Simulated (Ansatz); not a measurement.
# Al2Cu: relaxing cell and atoms and elastic constants, part 2 of 2

Aim: for Al2Cu, 2 runs in a chain (relaxing cell and atoms and elastic constants).

Ansatz 0.2.0; DFT LDA, scalar-relativistic, plane waves, PAW. The steps go on from the part before.

## (3) Elastic constants: mesh 16×16×16

It takes the final geometry of step 2.

Contents of input.yaml:

```yaml
crystal:
  lattice:
    - [-2.9692571754, 2.9692571754, 2.3883498315]
    - [2.9692571754, -2.9692571754, 2.3883498315]
    - [2.9692571754, 2.9692571754, -2.3883498315]
  atoms:
    - { symbol: Al, position: [0.6593763687, 0.1593763687, 0.8187527375] }
    - { symbol: Al, position: [0.1593763687, 0.3406236313, 0.5] }
    - { symbol: Al, position: [0.3406236313, 0.8406236313, 0.1812472625] }
    - { symbol: Al, position: [0.8406236313, 0.6593763687, 0.5] }
    - { symbol: Cu, position: [0.25, 0.25, 0.0] }
    - { symbol: Cu, position: [0.75, 0.75, 0.0] }
scf:
  occupations: { method: gaussian, width: 0.1 }
output:
  eigenvalues: true
kpoints:
  mp_grid: { grid: [16, 16, 16] }
hamiltonian:
  xc: lda
elastic:
  mode: relaxed_ion
  amplitude: 0.005
  stencil: two_point
```

Launch:

```sh
$ ansatz run input.yaml --threads 8 --pin off --max-ram 24576MiB --backend cpu --events-out ev --progress --plain --runs-dir out
```

The program printed:

```text
Warning: RAYON_NUM_THREADS=8 ignored (pool sized by the plan → 8); use --threads N
Engine: ansatz 0.2.0, x86_64-unknown-linux-gnu
Pseudopotentials: kind: paw
Pseudopotential: Al, paw, valence charge 3, recommended cutoff 420 eV (normal), Al.paw.azcp
Pseudopotential: Cu, paw, valence charge 19, recommended cutoff 420 eV (normal), Cu.paw.azcp
Functional definition: SPW92
  exchange = slater_x
  correlation = pw_c
Crystal: 6 atoms, lattice volume = 84.227 Å³
Basis set: ecut = 420 eV, 1587 PW (Γ)
Bands: 31, of which v1, the nominal top of the filled ones, is band 25 counted from 1 (24 counted from 0)
Symmetry: 16 space group operations
Space group: I4/mcm (ITA 140), of the structure as read, at distance tolerance 4.4e-5 Å
k-points: 349 of 4096
Non-local potential: Al, projectors of the file, l = 0: 2, l = 1: 2, l = 2: 1
Non-local potential: Cu, projectors of the file, l = 0: 3, l = 1: 2, l = 2: 3, l = 3: 1
PAW form: soft (Blöchl's): semilocal exchange-correlation on the pseudo side does not see the compensation charge
PAW frozen core: Al, regenerated for the run's functional, and the local potential with it (the file was generated under x = pbe(κ = 0.804, μ = 0.2195149727645171), c = pbe(β = 0.06672455060314922))
PAW frozen core: Cu, regenerated for the run's functional, and the local potential with it (the file was generated under x = pbe(κ = 0.804, μ = 0.2195149727645171), c = pbe(β = 0.06672455060314922))
PAW one-centre angular grid: Al, 110 points (default); XC on 64 Gauss nodes
PAW one-centre angular grid: Cu, 590 points (default); XC on 64 Gauss nodes
Initial density: superposition of atomic densities (neutral atoms: chi_scale 0, normalization atom), corrected by the library's trained network
Initial wavefunctions: pseudopotential atomic-orbital guess
Functional: x = slater, c = lda
SCF iter   1: F=—  HF=-15164.100111 eV  |F-HF|=—  |Δ(HF+E_count)|=         —  Δρ=5.83e-3  dr2=2.47e-2  ethr=1.77e-3  ⟨swp⟩=7.9  Hψ=54783  notcnv=0  defer=2
preconditioner: auto → Kerker (q_TF=auto, 2.501 Å⁻¹)  [metal: Δε(μ)=0.007 eV  Ē_g=7.492 eV  σ=0.100 eV  W_gap=0.04  n_scr=16 (ndim 8)  ℏωp=23.6 eV  f_vac=0.000  D(μ)=1.96/eV (n_scr^D=12)]
SCF iter   2: F=—  HF=-15164.092708 eV  |F-HF|=—  |Δ(HF+E_count)|=   7.40e-3  Δρ=3.08e-3  dr2=1.60e-2  ethr=4.94e-5  ⟨swp⟩=2.1  Hψ=18109  notcnv=0  defer=6
SCF iter   3: F=—  HF=-15164.089773 eV  |F-HF|=—  |Δ(HF+E_count)|=   2.94e-3  Δρ=1.76e-3  dr2=4.55e-3  ethr=3.20e-5  ⟨swp⟩=1.0  Hψ=10392  notcnv=0  defer=6
SCF iter   4: F=—  HF=-15164.088365 eV  |F-HF|=—  |Δ(HF+E_count)|=   1.41e-3  Δρ=2.04e-4  dr2=2.78e-5  ethr=9.10e-6  ⟨swp⟩=2.0  Hψ=16168  notcnv=0  defer=6
SCF iter   5: F=—  HF=-15164.088348 eV  |F-HF|=—  |Δ(HF+E_count)|=   1.70e-5  Δρ=1.34e-4  dr2=1.10e-5  ethr=5.56e-8  ⟨swp⟩=2.0  Hψ=19143  notcnv=0  defer=6
SCF iter   6: F=—  HF=-15164.088348 eV  |F-HF|=—  |Δ(HF+E_count)|=   1.83e-7  Δρ=1.64e-5  dr2=1.69e-7  ethr=2.19e-8  ⟨swp⟩=2.0  Hψ=14285  notcnv=0  defer=6
SCF iter   7: F=—  HF=-15164.088346 eV  |F-HF|=—  |Δ(HF+E_count)|=   1.89e-6  Δρ=1.15e-5  dr2=7.91e-8  ethr=3.39e-10  ⟨swp⟩=2.2  Hψ=17196  notcnv=0  defer=6
SCF iter   8: F=—  HF=-15164.088346 eV  |F-HF|=—  |Δ(HF+E_count)|=   1.01e-8  Δρ=2.46e-6  dr2=4.07e-9  ethr=1.58e-10  ⟨swp⟩=1.2  Hψ=10479  notcnv=0  defer=6
SCF iter   9: F=—  HF=-15164.088346 eV  |F-HF|=—  |Δ(HF+E_count)|=  7.09e-10  Δρ=2.57e-7  dr2=3.99e-11  ethr=8.15e-12  ⟨swp⟩=2.4  Hψ=14164  notcnv=0  defer=6
SCF iter  10: F=—  HF=-15164.088346 eV  |F-HF|=—  |Δ(HF+E_count)|=  7.28e-12  Δρ=3.14e-8  dr2=9.82e-13  ethr=7.98e-14 (applied; sched 1.00e-12)  ⟨swp⟩=2.0  Hψ=16201  notcnv=0  defer=437
SCF iter  11: F=-15164.088346 eV  HF=-15164.088346 eV  |F-HF|=1.82e-12  |Δ(HF+E_count)|=  3.64e-12  Δρ=8.34e-9  dr2=6.48e-14  ethr=1.00e-12  ⟨swp⟩=7.9  Hψ=46309  notcnv=0
SCF 1 converged in 11 iterations: F = -15164.088346 eV  dr2 = 6.48e-14
relax step   1: F+E_penalty+E_count = -15164.08834632 eV  Δ(F+E_penalty+E_count) = +0.000e0 eV  max|allowed force component| = 2.429e-3 eV/Å  Δτ_max = 0.0000 Å  (11 SCF iters, accepted)
[... from here on, the SCF cycles and remarks between the steps are left out ...]
relax step   2: F+E_penalty+E_count = -15164.08834902 eV  Δ(F+E_penalty+E_count) = -2.696e-6 eV  max|allowed force component| = 5.660e-4 eV/Å  Δτ_max = 0.0003 Å  (9 SCF iters, accepted)
relax step   3: F+E_penalty+E_count = -15164.08834917 eV  Δ(F+E_penalty+E_count) = -1.545e-7 eV  max|allowed force component| = 6.971e-7 eV/Å  Δτ_max = 0.0001 Å  (7 SCF iters, accepted)
relax step   1: F+E_penalty+E_count = -15164.08665292 eV  Δ(F+E_penalty+E_count) = +0.000e0 eV  max|allowed force component| = 1.688e-2 eV/Å  Δτ_max = 0.0000 Å  (12 SCF iters, accepted)
relax step   2: F+E_penalty+E_count = -15164.08673841 eV  Δ(F+E_penalty+E_count) = -8.549e-5 eV  max|allowed force component| = 7.757e-3 eV/Å  Δτ_max = 0.0014 Å  (9 SCF iters, accepted)
relax step   3: F+E_penalty+E_count = -15164.08677495 eV  Δ(F+E_penalty+E_count) = -3.654e-5 eV  max|allowed force component| = 1.675e-5 eV/Å  Δτ_max = 0.0017 Å  (8 SCF iters, accepted)
relax step   1: F+E_penalty+E_count = -15164.08732220 eV  Δ(F+E_penalty+E_count) = +0.000e0 eV  max|allowed force component| = 1.600e-2 eV/Å  Δτ_max = 0.0000 Å  (12 SCF iters, accepted)
relax step   2: F+E_penalty+E_count = -15164.08743462 eV  Δ(F+E_penalty+E_count) = -1.124e-4 eV  max|allowed force component| = 6.648e-4 eV/Å  Δτ_max = 0.0029 Å  (9 SCF iters, accepted)
relax step   3: F+E_penalty+E_count = -15164.08743484 eV  Δ(F+E_penalty+E_count) = -2.156e-7 eV  max|allowed force component| = 1.318e-6 eV/Å  Δτ_max = 0.0001 Å  (10 SCF iters, accepted)
relax step   1: F+E_penalty+E_count = -15164.08751350 eV  Δ(F+E_penalty+E_count) = +0.000e0 eV  max|allowed force component| = 1.460e-2 eV/Å  Δτ_max = 0.0000 Å  (12 SCF iters, accepted)
relax step   2: F+E_penalty+E_count = -15164.08761401 eV  Δ(F+E_penalty+E_count) = -1.005e-4 eV  max|allowed force component| = 3.585e-4 eV/Å  Δτ_max = 0.0025 Å  (9 SCF iters, accepted)
relax step   3: F+E_penalty+E_count = -15164.08761407 eV  Δ(F+E_penalty+E_count) = -6.003e-8 eV  max|allowed force component| = 2.729e-6 eV/Å  Δτ_max = 0.0001 Å  (7 SCF iters, accepted)
relax step   1: F+E_penalty+E_count = -15164.08643942 eV  Δ(F+E_penalty+E_count) = +0.000e0 eV  max|allowed force component| = 1.431e-2 eV/Å  Δτ_max = 0.0000 Å  (13 SCF iters, accepted)
relax step   2: F+E_penalty+E_count = -15164.08654004 eV  Δ(F+E_penalty+E_count) = -1.006e-4 eV  max|allowed force component| = 7.682e-4 eV/Å  Δτ_max = 0.0024 Å  (10 SCF iters, accepted)
relax step   3: F+E_penalty+E_count = -15164.08654034 eV  Δ(F+E_penalty+E_count) = -2.935e-7 eV  max|allowed force component| = 5.840e-6 eV/Å  Δτ_max = 0.0001 Å  (8 SCF iters, accepted)
relax step   1: F+E_penalty+E_count = -15164.08803853 eV  Δ(F+E_penalty+E_count) = +0.000e0 eV  max|allowed force component| = 1.497e-2 eV/Å  Δτ_max = 0.0000 Å  (10 SCF iters, accepted)
relax step   2: F+E_penalty+E_count = -15164.08811871 eV  Δ(F+E_penalty+E_count) = -8.019e-5 eV  max|allowed force component| = 1.737e-3 eV/Å  Δτ_max = 0.0023 Å  (9 SCF iters, accepted)
relax step   3: F+E_penalty+E_count = -15164.08812011 eV  Δ(F+E_penalty+E_count) = -1.393e-6 eV  max|allowed force component| = 1.182e-3 eV/Å  Δτ_max = 0.0003 Å  (8 SCF iters, accepted)
relax step   4: F+E_penalty+E_count = -15164.08812034 eV  Δ(F+E_penalty+E_count) = -2.304e-7 eV  max|allowed force component| = 2.417e-5 eV/Å  Δτ_max = 0.0002 Å  (7 SCF iters, accepted)
relax step   1: F+E_penalty+E_count = -15164.08803854 eV  Δ(F+E_penalty+E_count) = +0.000e0 eV  max|allowed force component| = 1.497e-2 eV/Å  Δτ_max = 0.0000 Å  (10 SCF iters, accepted)
relax step   2: F+E_penalty+E_count = -15164.08812032 eV  Δ(F+E_penalty+E_count) = -8.178e-5 eV  max|allowed force component| = 3.021e-4 eV/Å  Δτ_max = 0.0026 Å  (9 SCF iters, accepted)
relax step   3: F+E_penalty+E_count = -15164.08812035 eV  Δ(F+E_penalty+E_count) = -3.110e-8 eV  max|allowed force component| = 1.531e-5 eV/Å  Δτ_max = 0.0001 Å  (11 SCF iters, accepted)
relax step   1: F+E_penalty+E_count = -15164.08794099 eV  Δ(F+E_penalty+E_count) = +0.000e0 eV  max|allowed force component| = 1.345e-2 eV/Å  Δτ_max = 0.0000 Å  (10 SCF iters, accepted)
relax step   2: F+E_penalty+E_count = -15164.08802890 eV  Δ(F+E_penalty+E_count) = -8.791e-5 eV  max|allowed force component| = 4.927e-4 eV/Å  Δτ_max = 0.0023 Å  (9 SCF iters, accepted)
relax step   3: F+E_penalty+E_count = -15164.08802897 eV  Δ(F+E_penalty+E_count) = -6.778e-8 eV  max|allowed force component| = 3.413e-6 eV/Å  Δτ_max = 0.0001 Å  (11 SCF iters, accepted)
relax step   1: F+E_penalty+E_count = -15164.08794100 eV  Δ(F+E_penalty+E_count) = +0.000e0 eV  max|allowed force component| = 1.345e-2 eV/Å  Δτ_max = 0.0000 Å  (10 SCF iters, accepted)
relax step   2: F+E_penalty+E_count = -15164.08802895 eV  Δ(F+E_penalty+E_count) = -8.795e-5 eV  max|allowed force component| = 2.654e-4 eV/Å  Δτ_max = 0.0024 Å  (9 SCF iters, accepted)
relax step   3: F+E_penalty+E_count = -15164.08802899 eV  Δ(F+E_penalty+E_count) = -3.200e-8 eV  max|allowed force component| = 2.809e-6 eV/Å  Δτ_max = 0.0000 Å  (7 SCF iters, accepted)
iter 1 solved again at ethr=1.00e-12 eV; its pass at ethr=3.10e-3 eV (dr2=8.43e-15 eV) is discarded
SCF iter   1: F=—  HF=-15164.088029 eV  |F-HF|=—  |Δ(HF+E_count)|=         —  Δρ=3.50e-9  dr2=8.74e-15  ethr=1.00e-12  ⟨swp⟩=2.0  Hψ=80159  notcnv=0
iter 2 did not close the SCF: its close was put off for the readings that it lacked (scf_convergence_deferred on its scf_iter line)
SCF iter   2: F=-15164.088029 eV  HF=-15164.088029 eV  |F-HF|=3.64e-12  |Δ(HF+E_count)|=    0.00e0  Δρ=3.01e-9  dr2=6.33e-15  ethr=2.00e-16 (applied; sched 1.00e-12)  ⟨swp⟩=2.0  Hψ=35690  notcnv=0
iter 3 did not close the SCF: its close was put off for the readings that it lacked (scf_convergence_deferred on its scf_iter line)
SCF iter   3: F=-15164.088029 eV  HF=-15164.088029 eV  |F-HF|=1.82e-12  |Δ(HF+E_count)|=  1.82e-12  Δρ=2.02e-9  dr2=1.64e-15  ethr=2.00e-16 (applied; sched 1.00e-12)  ⟨swp⟩=1.0  Hψ=19251  notcnv=0
iter 4 did not close the SCF: its close was put off for the readings that it lacked (scf_convergence_deferred on its scf_iter line)
SCF iter   4: F=-15164.088029 eV  HF=-15164.088029 eV  |F-HF|=1.82e-12  |Δ(HF+E_count)|=    0.00e0  Δρ=2.74e-10  dr2=1.05e-16  ethr=2.00e-16 (applied; sched 1.00e-12)  ⟨swp⟩=1.0  Hψ=19251  notcnv=0
iter 5 did not close the SCF: its close was put off for the readings that it lacked (scf_convergence_deferred on its scf_iter line)
SCF iter   5: F=-15164.088029 eV  HF=-15164.088029 eV  |F-HF|=0.00e0  |Δ(HF+E_count)|=    0.00e0  Δρ=1.82e-10  dr2=2.15e-17  ethr=2.00e-16 (applied; sched 1.00e-12)  ⟨swp⟩=1.0  Hψ=19251  notcnv=0
SCF iter   6: F=-15164.088029 eV  HF=-15164.088029 eV  |F-HF|=3.64e-12  |Δ(HF+E_count)|=  1.82e-12  Δρ=2.67e-11  dr2=8.57e-19  ethr=1.00e-12  ⟨swp⟩=1.0  Hψ=41005  notcnv=0
SCF 37 converged in 6 iterations: F = -15164.088029 eV  dr2 = 8.57e-19
SCF converged after 13 iterations
Free energy (F): -15164.088349 eV
Harris-Foulkes:  -15164.088349 eV  (|F-HF|=1.82e-12)
Internal energy: -15164.078472 eV  (E = F + TS)
E sigma→0 (E₀):  -15164.083411 eV
Entropy (-TS):   -0.009877 eV (-1.646 meV/atom)
Fermi energy:    10.919403 eV
--- Per-component energies (eV) ---
  E_band       = -907.133367
  E_kinetic    = 698.015110
  E_local      = -12305.234666  (includes V_loc(G=0)·N_el)
  E_nonlocal   = 820.747953
  E_hartree    = 5568.201883
  E_xc         = -340.549318
  E_vxc        = -354.874613  (∫ρ·V_xc dr)
  E_paw        = -4949.804496  (= ΣΔE_a)
  E_vpaw       = -902.191364  (= ΣTr[D̂ρ^β])
  E_aug_tail   = 0.000448  (compensation charges beyond the density's cutoff)
  E_ewald      = -4656.577572
  E_core_change = 1.122186  (= ΣΔE_core)
  E_smearing   = -0.009877  (= −TS)
  E_closure    = 0.000000  (closes the sum)
  Σ components = -15164.088349   (vs F -15164.088349, Δ=0.00e0)
--- Forces (eV/Å), atoms counted from 1 ---
  atom   1  Al     0.00000072     0.00000072     0.00000000
  atom   2  Al    -0.00000072     0.00000072    -0.00000000
  atom   3  Al    -0.00000072    -0.00000072    -0.00000000
  atom   4  Al     0.00000072    -0.00000072     0.00000000
  atom   5  Cu    -0.00000000     0.00000000     0.00000000
  atom   6  Cu     0.00000000     0.00000000    -0.00000000
  max |Σ_I F_I| component: 1.73e-17 eV/Å
--- Stress (GPa, compression-positive) ---
        0.123813       0.000000       0.000000
        0.000000       0.123813      -0.000000
        0.000000      -0.000000      -0.219746
  P = ⅓ Tr σ = 0.0093 GPa (0.093 kbar)
--- Band table (eV; the first three rows and the last of 349) ---
  k-point 0: bands = ["-102.1800", "-102.1678", "-60.0021", "-60.0021", "-59.9973", "-59.9906", "-59.9906", "-59.8742", "-0.2528", "5.2823", "5.4561", "5.4612", "5.4612", "6.4460", "6.5971", "6.9101", "7.2413", "7.5316", "7.5316", "7.8420", "7.8420", "8.8737", "9.4163", "9.6218", "9.6218", "10.0782", "10.7229", "11.0053", "12.5279", "12.5279", "12.5953"]
[... 3 lines left out ...]
--- Elastic constants: 4 strain directions × 2 members + reference (group order 16) ---
  dense FFT box of the reference and of every strained cell: 36×36×36
  strains applied: 11, 33, 23, 12; error gains: componentwise 1.00 (the most a stress slope's error grows in a printed constant), spectral 1.41 (1 for all six strains in a standard setting)
  reference relaxed by the batch: 3 steps; max|allowed force component| 2.43e-3 eV/Å at the deck's positions, 6.97e-7 at the last accepted step, 7.17e-7 by the solve of record
  largest displacement 4.1e-4 Å; the constants are those of the deck's cell at these positions:
  atoms:
    - { symbol: Al, position: [0.6593269738964851, 0.1593269738964851, 0.8186539477929702] }
    - { symbol: Al, position: [0.1593269738964851, 0.3406730261035149, 0.5] }
    - { symbol: Al, position: [0.340673026103515, 0.840673026103515, 0.18134605220702982] }
    - { symbol: Al, position: [0.8406730261035149, 0.6593269738964851, 0.5] }
    - { symbol: Cu, position: [0.25000000000000006, 0.25000000000000006, -1.5214273419796899e-21] }
    - { symbol: Cu, position: [0.7500000000000001, 0.7500000000000001, -1.5214273419796927e-21] }
  C = ∂σ_k/∂η_j (tension-positive GPa; Voigt order 11 22 33 23 13 12):
       189.985     87.035     72.880      0.000     -0.000     -0.000
        87.035    189.985     72.880     -0.000     -0.000     -0.000
        72.266     72.266    193.568     -0.000     -0.000      0.000
        -0.000      0.000      0.000     35.485     -0.000     -0.000
         0.000     -0.000      0.000     -0.000     35.485     -0.000
         0.000     -0.000      0.000      0.000     -0.000     49.226
  reference stress σ⁰ (GPa):     -0.124     -0.124      0.220      0.000     -0.000     -0.000
  C* (energy form; C + prestress term) asymmetry max|C*_kj − C*_jk| = 2.707e-1 GPa — a small one proves nothing (zero by symmetry where the batch's group is 432, −43m or m−3m); a large one is finite-difference/SCF noise where every solve meets its electron count
  moduli (Voigt/Reuss/Hill, GPa): K = 115.32/115.25/115.29   G = 46.80/44.58/45.69   E = 121.07   ν = 0.325
  mechanically stable: yes (min eigenvalue of sym C = 35.48 GPa)
  strain η (Voigt 11):  stress-route row diagonal C_11 = 189.98 GPa, energy-path curvature d²(F+E_count+ΔE)/dδ²/Ω₀ = 189.92 GPa
         δ    σ_11 (GPa)             F (eV)   n_scf  n_hpsi   n_pw
    -5.000e-3      -1.0769      -15164.0867750       6  228837   1660   relax 3 steps, max|allowed force component| 1.68e-5 eV/Å
     5.000e-3       0.8229      -15164.0874348       6  226910   1668   relax 3 steps, max|allowed force component| 1.32e-6 eV/Å
  strain η (Voigt 33):  stress-route row diagonal C_33 = 193.57 GPa, energy-path curvature d²(F+E_count+ΔE)/dδ²/Ω₀ = 193.82 GPa
         δ    σ_33 (GPa)             F (eV)   n_scf  n_hpsi   n_pw
    -5.000e-3      -0.7912      -15164.0876141       6  128366   1660   relax 3 steps, max|allowed force component| 2.73e-6 eV/Å
     5.000e-3       1.1445      -15164.0865403       6  127528   1672   relax 3 steps, max|allowed force component| 5.84e-6 eV/Å
  strain η (Voigt 23):  stress-route row diagonal C_44 = 35.48 GPa, energy-path curvature d²(F+E_count+ΔE)/dδ²/Ω₀ = 35.47 GPa
         δ    σ_23 (GPa)             F (eV)   n_scf  n_hpsi   n_pw
    -5.000e-3      -0.1774      -15164.0881203       6  404734   1664   relax 4 steps, max|allowed force component| 2.42e-5 eV/Å
     5.000e-3       0.1774      -15164.0881204       6  404662   1664   relax 3 steps, max|allowed force component| 1.53e-5 eV/Å
  strain η (Voigt 12):  stress-route row diagonal C_66 = 49.23 GPa, energy-path curvature d²(F+E_count+ΔE)/dδ²/Ω₀ = 49.19 GPa
         δ    σ_12 (GPa)             F (eV)   n_scf  n_hpsi   n_pw
    -5.000e-3      -0.2461      -15164.0880290       6  227220   1660   relax 3 steps, max|allowed force component| 3.41e-6 eV/Å
     5.000e-3       0.2461      -15164.0880290       6  227311   1660   relax 3 steps, max|allowed force component| 2.81e-6 eV/Å
```

It took 2.6 min on 8 threads of AMD EPYC 9R45 (Zen 5), shared host; peak memory 2.4 GiB.

What follows for a polycrystal (Hill averages; density 4.633 g/cm³):

| quantity | value |
| --- | --- |
| bulk modulus B | 115.3 GPa |
| shear modulus G | 45.7 GPa |
| B/G | 2.52 |
| universal anisotropy index | 0.25 |
| sound speeds v_l, v_t | 6167, 3140 m/s |
| Debye temperature Θ | 434 K |

Young's modulus by Cartesian direction:

| direction | E (GPa) |
| --- | --- |
| (1, 0, 0) | 141 |
| (0, 1, 0) | 141 |
| (0, 0, 1) | 156 |
| (1, 1, 0) | 137 |
| (1, 0, 1) | 104 |
| (0, 1, 1) | 104 |
| (1, 1, 1) | 105 |

## (4) The runs side by side

This closing draws on all 2 parts.

```
step  volume (Å³/atom)  pressure (GPa)  energy (eV)  gap on the mesh (eV)  time
   2             14.04             0.0   -15164.082                  0.00  15 s
```

| quantity | value |
| --- | --- |
| relaxed cell, step 2 (conventional) | a = 5.939 Å, b = 5.939 Å, c = 4.777 Å, α = 90.00°, β = 90.00°, γ = 90.00° |
| C11, C12, C44 (relaxed-ion) | 190, 87, 35 GPa |
| C33, C13, C66 (relaxed-ion) | 194, 73, 49 GPa |
| B, G, E (Hill) (relaxed-ion) | 115, 46, 121 GPa |
| Poisson ratio (relaxed-ion) | 0.32 |
| Debye temperature | 434 K |

It is stable against strain: the least eigenvalue of C is 35 GPa. By Pugh's rule of thumb B/G = 2.52 (over 1.75) points to a ductile solid; Young's modulus ranges from about 104 to 156 GPa with direction. Against the measured lattice constant a of Al2Cu, 6.067 Å (a printed reference work, monograph), the calculated 5.939 Å is off by -2.1 %. A measured lattice constant c of Al2Cu is 4.877 Å (a printed reference work, monograph); the calculated 4.777 Å misses it by -2.1 %. That is the cell relaxed with LDA, without thermal expansion or zero-point motion.
